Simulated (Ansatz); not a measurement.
## ZnS under changes of volume

One of the cells (19.727 Å³/atom); the others are scaled copies at fixed shape and fractional positions:

```
CELL_PARAMETERS angstrom
0.00000 2.70200 2.70200
2.70200 0.00000 2.70200
2.70200 2.70200 0.00000
ATOMIC_POSITIONS crystal
Zn 0.75000 0.75000 0.75000
S 0.00000 0.00000 0.00000
```

| Quantity | Value |
| --- | --- |
| Program | Ansatz 0.2.0 |
| Functional | BLYP |
| Potentials or basis | Ansatz PAW |
| Cutoff | 420 eV (not typed: the program's choice for these potentials) |
| k mesh | 9 × 9 × 9 |
| Occupations | fermi-dirac, width 0.05 eV |
| Spin | no spin polarisation |

```tsv
volume (Å³/atom)	energy over the lowest point (meV/atom)	pressure (GPa)	gap on the mesh (eV)
18.543	83.83	11.3	2.38
18.938	58.71	9.1	2.28
19.332	?	?	?
19.727	23.20	5.4	2.09
20.121	11.87	3.8	2.00
20.516	4.25	2.4	1.91
20.910	0.00	1.1	1.83
```

What does the run at 19.332 Å³/atom give?

Energy over the lowest point 38.67 meV/atom; pressure 7.2 GPa; gap on the mesh 2.19 eV.

Worked out: A Birch-Murnaghan fit of order 3 (a polynomial in V^(-2/3)) to the other rows has its minimum at 21.27 Å³/atom, just outside them, with B0 = V·E''(V) = 61 GPa and B' = 4.3. It gives 38.70 meV/atom at 19.332 Å³/atom, against the run's 38.67, and -dE/dV = 7.2 GPa, against 7.2. A straight line through the other rows of the gap, of slope -4.6 eV per unit of ln V (its deformation potential), gives 2.19 eV, against the run's 2.19.

Energies are extrapolated to zero smearing.

Caveats: odd divisions of the mesh miss points on the zone boundary, where band edges often lie, so the gap on the mesh can be too wide; the PAW data sets come from PBE, with cores solved anew for the run's functional, which leaves a small shift of forces and pressure.
